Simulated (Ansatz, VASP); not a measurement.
Ge in VASP and in Ansatz

```
Ge
1.0
     0.00000    2.82891    2.82891
     2.82891    0.00000    2.82891
     2.82891    2.82891    0.00000
Ge
2
Direct
  0.75000 0.75000 0.75000
  0.50000 0.50000 0.50000
```

Alike in both runs: functional PBE; k mesh 6 × 6 × 6; occupations fermi-dirac, width 0.05 eV; non-collinear spin, spin-orbit coupling.

|  | VASP | Ansatz |
| --- | --- | --- |
| version | VASP 6.6.1 | Ansatz 0.2.0 |
| potentials or method | VASP PAW PBE potentials, release 64 (Ge_d), cutoff 520 eV | all-electron LAPW, relativistic spinors |
| task | single point | band structure |

```tsv
	VASP	Ansatz	Ansatz less VASP
gap on the k mesh at the Fermi level (eV)	none	none	-
pressure (GPa)	3.7	3.7	+0.03
net moment per atom (μB)	0.00	0.00	0.000
```

A gap of «none» marks a metal or a gap that the smearing closes. Ansatz ran all-electron here, so the differences hold the error of VASP's frozen core and of both bases.

Caveats: the k mesh is thin for a metal, which can move the energy by tens of meV per atom (Ansatz); this crystal is a semiconductor, whose small gap the functional closes, so the metal is an error of the method (Ansatz).
